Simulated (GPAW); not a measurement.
Runs of GPAW 26.7.0 on Fe. The structure is cubic, space group Im-3m (No. 229). The conventional cell has a = 2.886 Å, b = 2.886 Å, c = 2.886 Å, α = 90.00°, β = 90.00°, γ = 90.00°. Fe (site symmetry m-3m) has 8 Fe at 2.50 Å as nearest neighbours. 

```tsv
task	level	potentials or basis	U	k mesh	cutoff (eV)	maxiter	band path	band points	hybrids on these orbitals	other keys	mesh quality	gap on the mesh (eV)	pressure (GPa)	moment (μB)
single point	PBE	GPAW PAW data sets (gpaw-data 1.2.1), pw	-	9 × 9 × 9	600	60	-	-	-	several, not listed	not flagged	none	-8.4	(a)
band structure	LDA+U	the program's PAW data sets (release 1.2.1) made for this functional, pw	Fe d U = 4 eV	10 × 10 × 10	600	150	GHNGPH,PN	60	-	-	not flagged	-	-4.2	(b)
one-shot levels on a semilocal density	LDA	the program's PAW data sets (release 1.2.1) made for this functional, pw	-	8 × 8 × 8	500	150	-	-	["HSE06", "PBE0", "B3LYP"]	-	coarse	none	-23.5	(c)
band structure	LDA	the program's PAW data sets (release 1.2.1) made for this functional, pw	-	10 × 10 × 10	600	150	GHNGPH,PN	60	-	-	not flagged	-	-26.6	2.14
```

Alike in all rows: spin collinear, ferromagnetic start; cell as given; smearing fermi-dirac 0.05 eV.

Fill in the values left out.

(a) 2.23; (b) 2.83; (c) 2.34.

Caveats: some runs use coarse meshes; so large a pressure means that the cell lies far from this level's equilibrium, or that cutoff or potentials fall short (some runs); the U is typed as a test and isn't derived for this compound (some runs); the cutoff is short for stress and forces, so pressures can be off by a GPa or more (some runs); one-shot exact exchange on a metal's smeared states is rough (some runs).

A gap of «none» marks a metal or a gap under the smearing width.
